The plane share of an atomic plane is the fraction of the electron density in a chosen energy window that belongs to that plane, with every state in the window counted as full. Here the slab is two layers of WS₂, each a sheet of W between two sheets of S, and the states come from a density-functional calculation without spin-orbit coupling. The window starts in the middle of the band gap and ends 0.95 eV above it. Since the lower part of the window is gap, the shares describe only the bottom of the conduction band, which begins at 0.68 eV. Plane height is measured from the topmost atoms, so rows 1 to 3 form the bottom layer and rows 4 to 6 the top layer.

Scalar-relativistic plane-wave PAW calculation with Ansatz 0.2.0 for a two-layer WS₂ slab, using PBE+D3(BJ) without spin polarization, a 420 eV cutoff, a 27 × 27 × 1 k mesh and 0.05 eV Gaussian smearing. Plane shares cover the states from mid-gap to 0.95 eV above it, each counted as full; heights are measured from the top atom.

| row | plane share | plane formula | plane height (Å) |
| --- | --- | --- | --- |
| 1 | 0.085 | S | -9.186 |
| 2 | 0.207 | W | -7.608 |
| 3 | 0.111 | S | -6.036 |
| 4 | 0.152 | S | -3.150 |
| 5 | 0.306 | W | -1.575 |
| 6 | 0.138 | S | 0.000 |

Two patterns stand out. The top layer holds about 60% of the density and the bottom layer about 40%, although both have the same composition. Inside each layer the W plane holds almost the same part, 51%. The share of a plane can therefore be estimated as a product: how much the layer gets, times how much of the layer's density the plane gets.

The second factor is the simpler one. The conduction edge of WS₂ is built mainly from W 5d orbitals, mixed with orbitals of the neighbouring S atoms. As a rule of thumb, W takes one half of its layer and each S plane one quarter. The half is rounded from this table and is the only number taken from the shares themselves. It measures density near a plane, so it should not be read as the weight of the d orbitals.

The first factor needs a reason why two layers of the same compound differ. A single WS₂ layer is a mirror image of itself about its W plane, so it has no electrical top or bottom. In this slab both layers point the same way, and the upper one is shifted sideways. The upper W atoms then sit above S atoms of the lower layer, while the lower W atoms face a gap in the upper layer's pattern. This unequal contact moves a little charge and leaves a dipole between the layers.

The calculation shows the dipole as a difference between the work functions of the two faces. An electron just outside the top face has an energy 0.08 eV lower than one just outside the bottom face. Because each layer has no step of its own, theory places the step between the layers, and the levels of each layer should follow the potential on its side. If each layer kept a conduction band of its own, that of the top layer would start about 0.08 eV below that of the bottom layer, and more of it would fall into the window. The rule counts states as if this were so, although many of them are probably shared by both layers.

To turn this shift into a share, one must know how quickly states accumulate above a band edge. In a sheet, the number of states with wave vector up to k grows as the area of a circle, k². Near a band edge the energy also grows as k². The number of states is thus proportional to the energy above the edge, and each layer counts in proportion to the stretch of its band that lies inside the window:

top layer: 0.95 − 0.68 = 0.27 eV

bottom layer: 0.27 − 0.08 = 0.19 eV

share of the top layer: 0.27 / (0.27 + 0.19) ≈ 0.59

The bottom layer receives the remaining 0.41.

For row 5, the W plane of the top layer, the estimate is 0.59 × ½ ≈ 0.29. The computed share is 0.306, so the rule is about 4% too low relative to it. For row 1, the outer S plane of the bottom layer, the estimate is 0.41 × ¼ ≈ 0.10 against a computed 0.085. That is about a fifth too high and the worst case in the table. Both rows had a part in the choice of one half and one quarter, but neither was used to set the division between the layers.

Over all six rows the typical (root-mean-square) miss is 0.01 in the share. If the layers are treated as equal, it is more than three times as large, so the small potential step is worth including. The output after this text compares the rule with equal layers and with a density of states that rises linearly from each edge.

Row 1 does badly mainly because the two S planes of a layer are not equal. In both layers the S plane that faces the other layer holds more than the one that faces vacuum, and the difference is larger in the bottom layer. A possible cause is that states of one layer reach across the gap and add density to the nearest S plane of the other. The fuller top layer would then give more than it receives. The shares fit this picture but do not test it.

The assumption of a constant density of states is also rougher than the good layer share suggests. Between 0.95 and 1.3 eV the calculation finds about twice as many states per electronvolt as between the band edge and 0.95 eV. The band minima at the corners of the Brillouin zone, the K valleys, could supply only about a sixth of the states in the window, if their effective mass is roughly 0.3 electron masses. Most of the others probably belong to valleys between the centre and the corners, whose states spread more readily over both layers.

A density of states that rises linearly from each edge would give the top layer 0.67, which is too much. In states spread over both layers the step works in another way. Two layer states mix into a lower and an upper level, and the lower one leans towards the layer with the lower potential, here the top one. In a simple two-level picture, the shares of the two layers then differ by the step divided by the distance between the mixed levels. The upper level leans the other way by the same amount, so this difference shows only while the upper level lies outside the window. A distance of about 0.4 eV would then give 60 to 40 without any counting of separate bands. The shares alone cannot tell the two pictures apart, so it may be partly chance that the rule comes within 0.01 of the computed layer share. Such closeness should not be taken as its true accuracy, because a single general point of the k mesh already carries about 6% of the states in the window.

The position of the window's upper limit decides where the rule can be used. Below about 0.76 eV it assigns every state to the top layer, which is too sharp once states spread over both. With a higher limit the 0.08 eV shift matters less and less, so the layers should approach equal shares. For a real sample the band edge itself must be corrected first: this level of theory makes the gap too small, and spin-orbit coupling splits the valleys.

The same reasoning covers another way of stacking two layers, with the second turned by 180° so that the pair has a centre of inversion. The layers are then equivalent, the step vanishes by symmetry, and each layer holds exactly half. What remains of the rule is the division within a layer.

Numerical output:

```
Rule against table:
  row  computed    rule        miss  miss_percent
    1     0.085  0.1034     0.01835         21.59
    2     0.207  0.2067  -0.0002926       -0.1413
    3     0.111  0.1034   -0.007646        -6.889
    4     0.152  0.1466   -0.005354        -3.522
    5     0.306  0.2933    -0.01271        -4.153
    6     0.138  0.1466    0.008646         6.265
Potential step between the two sides, eV; energy counted in top layer, eV; in bottom layer, eV: 0.08007, 0.2712, 0.1911
Top layer share: table, flat rule, rising density of states: 0.596, 0.5866, 0.6681
Bottom layer share: table, flat rule: 0.403, 0.4134
W part within its layer: bottom, top: 0.5136, 0.5134
Inner S share less outer S share: bottom layer, top layer: 0.026, 0.014
Rms miss in share: flat rule, equal layers, rising density of states: 0.01049, 0.03577, 0.02687
Largest miss in share of the flat rule: 0.01835
Mean density of states, per eV and cell: from band edge to 0.95 eV, from 0.95 to 1.3 eV: 2.104, 4.233
Rough fraction of the window's states that the K valleys alone could supply: 0.1754
One general k-point level as percent of the window's states: 5.769
Energy below which the rule puts all states in the top layer, eV from mid-gap: 0.7589
Top layer share by the rule if the window ended at 1.3 eV (untested): 0.5344
```
